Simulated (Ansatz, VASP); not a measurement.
**Two plane-wave programs on Ge**

File INCAR:

```
PREC = Accurate ; ENCUT = 520
EDIFF = 1E-6 ; ISMEAR = 0
SIGMA = 0.1 ; LREAL = F
LASPH = T ; NELM = 80
ALGO = Normal ; ISIF = 2
LWAVE = F ; LCHARG = F
GGA = PE ; NBANDS = 13
```

Contents of KPOINTS:

```
regular mesh
0
Gamma
  18 18 18
```

File POSCAR:

```
Ge
1.0
    0.0000000000      2.0350110208      2.0350110208
    2.0350110208      0.0000000000      2.0350110208
    2.0350110208      2.0350110208      0.0000000000
Ge
1
Direct
    0.0000000000      0.0000000000      0.0000000000
```

Input for Ansatz:

```yaml
crystal:
  lattice:
    - [0.0, 2.0350110208, 2.0350110208]
    - [2.0350110208, 0.0, 2.0350110208]
    - [2.0350110208, 2.0350110208, 0.0]
  atoms:
    - { symbol: Ge, position: [0.0, 0.0, 0.0] }
basis:
  ecutwfc: 420
kpoints:
  mp_grid: { grid: [18, 18, 18] }
hamiltonian:
  xc: pbe
scf:
  occupations: { method: gaussian, width: 0.1 }
output:
  forces: true
  stress: true
  eigenvalues: true
  populations: true
```

Alike in both runs: task single point; functional PBE; k mesh 18 × 18 × 18; occupations gaussian, width 0.1 eV; no spin polarisation.

|  | VASP | Ansatz |
| --- | --- | --- |
| version | VASP 6.6.1 | Ansatz 0.2.0 |
| potentials or method | VASP PAW PBE potentials, release 64 (Ge_d) | scalar-relativistic, plane waves, PAW |
| plane-wave cutoff (eV) | 520 | 420 |
| valence electrons in the cell | 14 | 14 |

```tsv
	VASP	Ansatz	Ansatz less VASP
gap on the k mesh at the Fermi level (eV)	none	none	-
pressure (GPa)	12.8	12.8	+0.05
```

A gap of «none» marks a metal or a gap that the smearing closes.
